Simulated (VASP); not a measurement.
ZnS:

```
Zn S
1.0
     0.00000    2.70200    2.70200
     2.70200    0.00000    2.70200
     2.70200    2.70200    0.00000
Zn S
1 1
Direct
  0.75000 0.75000 0.75000
  0.00000 0.00000 0.00000
```

Base run:

| Item | Value |
| --- | --- |
| Program | VASP 6.6.1 |
| Functional | HSE03 |
| Potentials or basis | VASP PAW PBE potentials, release 64 (Zn, S) |
| Cutoff | 520 eV |
| k mesh | 6 × 6 × 6 |
| Occupations | gaussian, width 0.02 eV |
| Spin | no spin polarisation |

Its results: band gap on the k mesh 3.12 eV, direct; pressure 1.1 GPa.

**Question.** The run is repeated on the same cell with these changes: functional from HSE03 to PBE0. What comes out?

**Answer.** Band gap on the k mesh 4.00 eV, direct; pressure 0.7 GPa.

Caveats: the PAW data sets were made with another functional, which shifts forces and pressure a little.
